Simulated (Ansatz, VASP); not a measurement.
**TiC: VASP beside Ansatz**

```xyz
2
Lattice="-1.5323 1.5323 2.1662 1.5323 -1.5323 2.1662 1.5323 1.5323 -2.1662" Properties=species:S:1:pos:R:3 pbc="T T T"
Ti    0.0000    0.0000    4.3324
C     0.0000    0.0000    2.1662
```

Alike in both runs: functional PBE; k mesh 8 × 8 × 8; occupations gaussian, width 0.1 eV; no spin polarisation.

Ansatz relaxed the structure, and its values are those at the end. VASP's run is a single point on that final structure, the one shown.

|  | VASP | Ansatz |
| --- | --- | --- |
| version | VASP 6.6.1 | Ansatz 0.2.0 |
| potentials or method | VASP PAW PBE potentials, release 64 (Ti_sv, C) | scalar-relativistic, plane waves, PAW |
| plane-wave cutoff (eV) | 520 | 420 |
| valence electrons in the cell | 16 | 16 |

```csv
,VASP,Ansatz,Ansatz less VASP
gap on the k mesh at the Fermi level (eV),none,none,-
pressure (GPa),0.1,0.0,-0.19
```

A gap of «none» marks a metal or a gap that the smearing closes.

Caveats: the k mesh is coarse (spacing up to 0.36 Å⁻¹), so the values aren't converged.
